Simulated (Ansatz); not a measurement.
# CoSi (zincblende type): how the settings move a single-point run

Aim: see which settings change the result for CoSi (zincblende type), by how much, and at what cost.

Program: Ansatz 0.2.0. Level of theory: reference: DFT, PBE, all-electron LAPW, scalar-relativistic. These are calculated values, not measurements.

1 further run of the same task is left out (it didn't finish).

### 1 Starting point

The structure is cubic, space group F-43m (No. 216). The conventional cell has a = 4.169 Å, b = 4.169 Å, c = 4.169 Å, α = 90.00°, β = 90.00°, γ = 90.00°. Co (site symmetry -43m) has 4 Si at 1.81 Å as nearest neighbours. Si (site symmetry -43m) has 4 Co at 1.81 Å as nearest neighbours.

As a file:

```
Co Si
1.0
     0.00000    2.08470    2.08470
     2.08470    0.00000    2.08470
     2.08470    2.08470    0.00000
Co Si
1 1
Direct
  0.00000 0.00000 0.00000
  0.25000 0.25000 0.25000
```

### 2 The reference run

Contents of input.yaml:

```yaml
crystal:
  lattice:
    - [0.0, 2.0847026828, 2.0847026828]
    - [2.0847026828, 0.0, 2.0847026828]
    - [2.0847026828, 2.0847026828, 0.0]
  atoms:
    - { symbol: Co, position: [0.0, 0.0, 0.0], spin: 1.7 }
    - { symbol: Si, position: [0.25, 0.25, 0.25] }
magnetization:
  spin_polarized: true
kpoints:
  mp_grid: { grid: [14, 14, 14] }
scf:
  occupations: { method: fermi_dirac, width: 0.08 }
hamiltonian:
  xc: pbe
  pseudopotentials: { kind: all_electron, lapw: { basis_error: 0.001 } }
output:
  forces: true
  stress: true
  eigenvalues: true
  populations: true
```

Command:

```
$ ansatz run input.yaml --threads 1 --pin off --max-ram 3072MiB --backend cpu --events-out ev --progress --plain --runs-dir out
```

### 3 Changing settings: dr2_threshold 1.0e-06

Changes to input.yaml since step 2:

```diff
@@ -14,2 +14,3 @@
   occupations: { method: fermi_dirac, width: 0.08 }
+  convergence: { dr2_threshold: 1.0e-06 }
 hamiltonian:
```

### 4 Variant: occupations.method tetrahedron, mixing.algorithm msr1, mixing.beta 0.5, width left out

Changes to input.yaml since step 2:

```diff
@@ -13,3 +13,4 @@
 scf:
-  occupations: { method: fermi_dirac, width: 0.08 }
+  occupations: { method: tetrahedron }
+  mixing: { algorithm: msr1, beta: 0.5 }
 hamiltonian:
```

Q: Predict the outcome of this session. Wanted: for each run, ending; energy change; pressure; gap; force.

As calculated:

| run | ending | energy change | pressure (GPa) | gap (eV) | force (eV/Å) | cycles | time |
| --- | --- | --- | --- | --- | --- | --- | --- |
| reference | converged | 0 | 215.6 | 0.00 | 0.00 | 12 | 1.7 min |
| 1: dr2_threshold 1.0e-06 | converged | 0.0 meV/atom | 215.6 | 0.00 | 0.00 | 12 | 100 s |
| 2: occupations.method tetrahedron, mixing.algorithm msr1, mixing.beta 0.5, width left out | converged | -0.3 meV/atom (σ→0) | 215.6 | 0.00 | 0.00 | 14 | 1.9 min |

Residual by cycle in the longest SCF loop of each run; runs are numbered as in the table. The quantity is the density residual dr2, in eV.

```
cycle  reference    run 1    run 2
    1       1.37     1.37     2.28
    2      0.682    0.682    0.577
    3       0.54     0.54    0.608
    5    0.00917  0.00917  0.00605
    6     3.2e-4   3.2e-4   3.7e-4
    7     3.5e-6   3.5e-6   1.4e-5
    8     7.2e-7   7.2e-7   1.2e-5
    9     4.7e-8   4.7e-8   5.5e-4
   10     1.4e-9   1.4e-9   4.6e-7
   12    1.1e-11  9.7e-11   9.6e-9
   13          -        -   3.0e-9
   14          -        -  1.2e-10
```

**Reading.** The structure is not at rest: the sound run finds 216 GPa, so these are no properties of the relaxed crystal. 
